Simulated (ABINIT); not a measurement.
Runs of ABINIT 10.8.3 (patched build) on PbS. The structure is orthorhombic, space group Cmcm (No. 63). The conventional cell has a = 4.160 Å, b = 11.983 Å, c = 4.279 Å, α = 90.00°, β = 90.00°, γ = 90.00°. Pb (site symmetry m2m) is surrounded by 5 S at 2.69 to 2.99 Å. Around S (site symmetry m2m) lie 5 Pb at 2.69 to 2.99 Å. Measurements of this composition are mostly on another form, of space group No. 225.

| level | potentials or basis | k mesh | mesh quality | gap on the mesh (eV) | largest force (eV/Å) |
| --- | --- | --- | --- | --- | --- |
| PBE | JTH PAW PBE v2.0 | 6 × 6 × 5 | not flagged | 1.15 | 0.12 |
| PBEsol | JTH PAW PBE v2.0 | 3 × 3 × 2 | coarse | 1.64 | 0.13 |
| PBE | JTH PAW PBE v2.0 | 3 × 3 × 2 | coarse | (a) | 0.06 |
| PBE | JTH PAW PBE v2.0 | 4 × 4 × 4 | not flagged | (b) | 0.08 |
| LDA | JTH PAW LDA v2.0 | 4 × 4 × 4 | not flagged | 1.16 | 0.11 |
| LDA | JTH PAW LDA v2.0 | 6 × 6 × 5 | not flagged | 1.02 | (c) |
| LDA | JTH PAW LDA v2.0 | 3 × 3 × 2 | coarse | 1.59 | 0.21 |
| PBEsol | JTH PAW PBE v2.0 | 4 × 4 × 4 | not flagged | 1.21 | 0.02 |

Alike in all rows: task single point; no spin polarisation; cell as given; cutoff (eV) 544; smearing fermi-dirac 0.05 eV.

Q: Estimate the missing entries.

A: (a) 1.72; (b) 1.29; (c) 0.10.

Caveats: some runs use coarse meshes; spin-orbit coupling is left out, which as a rule narrows the gap of such compounds by several tenths of an eV; an odd mesh through Γ misses points on the zone boundary, where band edges often lie (some runs); the PAW data sets were made with another functional, which shifts forces and pressure a little (some runs).

A k mesh can miss the band edges, and the runs leave out spin-orbit coupling on Pb.
